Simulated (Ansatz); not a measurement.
Consider RuO2 in the rutile structure (space group P4_2/mnm, No. 136).

```
RuO2
1.0
    4.47993     0.00000     0.00000
    0.00000     4.47993     0.00000
    0.00000     0.00000     3.10691
Ru O
2 4
Direct
  0.50000   0.50000   0.50000
  0.00000   0.00000   0.00000
  0.80532   0.80532   0.50000
  0.30532   0.69468   0.00000
  0.69468   0.30532   0.00000
  0.19468   0.19468   0.50000
```

Cartesian axes are those of the cell as printed.

Computed with plane-wave PAW DFT at the r2SCAN level (Ansatz, a program for electronic structure, 500 eV), without spin-orbit coupling.

Strains are applied to the cell and any free atomic positions relax; under biaxial strain the out-of-plane vector relaxes too.

One change was made to it. Results:

The pressure (mean of the normal stresses, compression positive) goes from zero to 19.2 GPa; the band gap stays zero.

Q: What was done to the base?
(A) isotropic strain +1.26 %
(B) biaxial strain +0.87 %, plane normal [001], relaxed out of plane
(C) isotropic strain −1.08 %
(D) isotropic strain −1.91 %

A: D, isotropic strain −1.91 %. For comparison, the pressure in the other runs: isotropic strain +1.26 % gives -10.0 GPa; biaxial strain +0.87 %, plane normal [001], relaxed out of plane gives -2.5 GPa; isotropic strain −1.08 % gives 10.2 GPa.

Without a gap, meshes like the base's 11×11×15 leave anisotropic stresses uncertain by several tenths of a GPa, and small strain energies with them. No phonon test of stability was made. Seeded moments were not kept for the base. No Hubbard U is applied, and correlation can decide whether such a compound is a metal. All final runs are without spin polarisation.
